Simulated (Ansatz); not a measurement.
Input and command of a calculation in Ansatz (plane waves; scalar-relativistic PAW potentials unless the input names others):

```yaml
crystal:
  lattice:
    - [2.7744191796, 0.0, 0.0]
    - [0.0, 2.7744191796, 0.0]
    - [0.0, 0.0, 2.7744191796]
  atoms:
    - { symbol: Se, position: [0.0, 0.0, 0.0] }
kpoints:
  mp_grid: { grid: [14, 14, 14] }
hamiltonian:
  xc: pbe
scf:
  occupations: { method: fermi_dirac, width: 0.001 }
output:
  forces: true
  eigenvalues: true
  stress: true
accuracy: high
```

```bash
ansatz run input.yaml --threads 1 --pin off --max-ram 1331MiB --backend cpu --events-out ev --progress --plain --runs-dir out
```

Abridged log:
```
Pseudopotentials: kind: paw
Pseudopotential: Se, paw, valence charge 16, recommended cutoff 420 eV (normal)
Functional definition: PBE
Crystal: 1 atom, lattice volume = 21.356 Å³
Basis set: ecut = 420 eV, 437 PW (Γ), exchange–correlation on 48×48×48 points (8 copies of the dense FFT grid, shifted against one another)
Bands: 12, of which v1, the nominal top of the filled ones, is band 8 counted from 1 (7 counted from 0)
Symmetry: 48 space group operations
Space group: Pm-3m (ITA 221), of the structure as read, at distance tolerance 2.8e-5 Å
k-points: 120 of 2744
Initial density: superposition of atomic densities (neutral atoms: chi_scale 0, normalization atom), corrected by the library's trained network
Initial wavefunctions: pseudopotential atomic-orbital guess
Functional: x = pbe(κ = 0.804, μ = 0.21951497), c = pbe(β = 0.06672455)
SCF iter   1: F=—  HF=-5468.889334 eV  |F-HF|=—  |Δ(HF+E_count)|=         —  Δρ=1.33e-3  dr2=3.87e-4  ethr=1.77e-3  ⟨swp⟩=5.8  Hψ=8766  notcnv=0
SCF iter   2: F=—  HF=-5468.889521 eV  |F-HF|=—  |Δ(HF+E_count)|=   1.87e-4  Δρ=3.84e-4  dr2=1.87e-5  ethr=2.42e-6  ⟨swp⟩=2.9  Hψ=3781  notcnv=0  defer=33
SCF iter   3: F=—  HF=-5468.889555 eV  |F-HF|=—  |Δ(HF+E_count)|=   3.38e-5  Δρ=1.51e-4  dr2=6.00e-6  ethr=1.17e-7  ⟨swp⟩=2.7  Hψ=2993  notcnv=0  defer=33
SCF iter   4: F=—  HF=-5468.889546 eV  |F-HF|=—  |Δ(HF+E_count)|=   9.59e-6  Δρ=5.96e-5  dr2=5.64e-7  ethr=3.75e-8  ⟨swp⟩=2.2  Hψ=2847  notcnv=0  defer=33
SCF iter   5: F=-5468.889546 eV  HF=-5468.889546 eV  |F-HF|=2.67e-8  |Δ(HF+E_count)|=   8.16e-7  Δρ=1.01e-5  dr2=1.32e-8  ethr=3.53e-9  ⟨swp⟩=2.0  Hψ=2214  notcnv=0  defer=33
SCF iter   6: F=-5468.889546 eV  HF=-5468.889546 eV  |F-HF|=4.07e-10  |Δ(HF+E_count)|=   2.93e-8  Δρ=1.67e-6  dr2=3.18e-10  ethr=8.23e-11  ⟨swp⟩=3.1  Hψ=5016  notcnv=0
SCF iter   7: F=-5468.889546 eV  HF=-5468.889546 eV  |F-HF|=9.09e-12  |Δ(HF+E_count)|=  5.63e-10  Δρ=2.39e-7  dr2=3.55e-12  ethr=1.00e-12  ⟨swp⟩=3.9  Hψ=6664  notcnv=0
SCF 1 converged in 7 iterations: F = -5468.889546 eV  dr2 = 3.55e-12
SCF converged after 7 iterations
Free energy (F): -5468.889546 eV
Harris-Foulkes:  -5468.889546 eV  (|F-HF|=9.09e-12)
Internal energy: -5468.889538 eV  (E = F + TS)
E sigma→0 (E₀):  -5468.889542 eV
Entropy (-TS):   -0.000008 eV (-0.008 meV/atom)
Fermi energy:    10.751109 eV
--- Forces (eV/Å), atoms counted from 1 ---
  atom   1  Se     0.00000000     0.00000000     0.00000000
--- Stress (GPa, compression-positive) ---
        4.764099       0.000000       0.000000
        0.000000       4.764099       0.000000
        0.000000       0.000000       4.764099
  P = ⅓ Tr σ = 4.7641 GPa (47.641 kbar)
```

Apart from outputs and empty bands, the input differs from a reference run on usual settings in scf.occupations.method: "gaussian" → "fermi_dirac"; scf.occupations.width: 0.1 → 0.001; accuracy: not typed → "high"; basis.ecutwfc: 420 → not typed. The reference, at the same geometry (not necessarily relaxed), gave pressure 4.79 GPa, largest force 0.000 eV/Å, no gap on the mesh. This run converged in 7 SCF iterations (reference: 6) with an energy at zero smearing 0.05 meV/atom above the reference's, pressure 4.76 GPa, largest force 0.000 eV/Å, no gap on the mesh. Its k mesh, for so narrow a smearing in a metal, is looser than usual, yet energy, pressure and forces hardly moved.